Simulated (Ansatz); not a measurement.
**Al₂O₃ under strain: Quadrupolar parameters**

The cell is a diffraction structure from the COD, relaxed with PBE at fixed cell and then changed (z stretched by 2 %, ions relaxed).

```xyz
10
Lattice="2.3802 1.3742 4.4185 -2.3802 1.3742 4.4185 0.0000 -2.7485 4.4185" Properties=species:S:1:pos:R:3 pbc="T T T"
Al    0.0000    0.0000    4.6601
Al    0.0000    0.0000    1.9677
Al    0.0000    0.0000    8.5954
Al    0.0000    0.0000   11.2878
O    -0.9188    1.3742    7.7324
O    -0.7307   -1.4828    7.7324
O     1.6495    0.1086    7.7324
O     0.9188   -1.3742    5.5231
O     0.7307    1.4828    5.5231
O    -1.6495   -0.1086    5.5231
```

Atom numbers follow the list; atoms alike are taken as one site, whose name carries the number of the first.

Computed with Ansatz: DFT, PBE, plane waves and PAW, scalar-relativistic, 420 eV cutoff, Γ-centred 8×8×8 k-points, Fermi–Dirac smearing 0.02 eV.

C_Q = eQV_zz/h, which is 24.18 MHz for Q = 1 b and V_zz = 10²¹ V/m²; η = (V_xx − V_yy)/V_zz. Directions are in the Cartesian axes of the cell vectors above, for the atom listed; none is given where the gradient is under 0.02 or η is above 0.95.

Question: Which values are expected at the nuclei?

Answer: 

| site | first atom | first shell | V_zz (10²¹ V/m²) | η | direction of V_zz (x, y, z) |
| --- | --- | --- | --- | --- | --- |
| Al | 1 | 6 O at 1.86–1.99 Å | 0.41 | 0.00 | 0.00 0.00 1.00 |
| O | 5 | 4 Al at 1.86–1.99 Å; also 2 Al at 3.23 Å | -4.03 | 0.69 | 0.00 0.76 0.65 |

An axis of threefold or higher order runs through Al, so V_zz lies along it and η is zero.

The relaxation (3 steps) took 6.3 s of wall time (20 s of CPU time) and 0.55 GiB at its peak, on 4 threads of Intel Xeon Platinum 8488C (Sapphire Rapids) (x86_64; 16 cores open to the job, memory cap 8.0 GiB, no GPU), a shared host with a load of 0.4 a core.
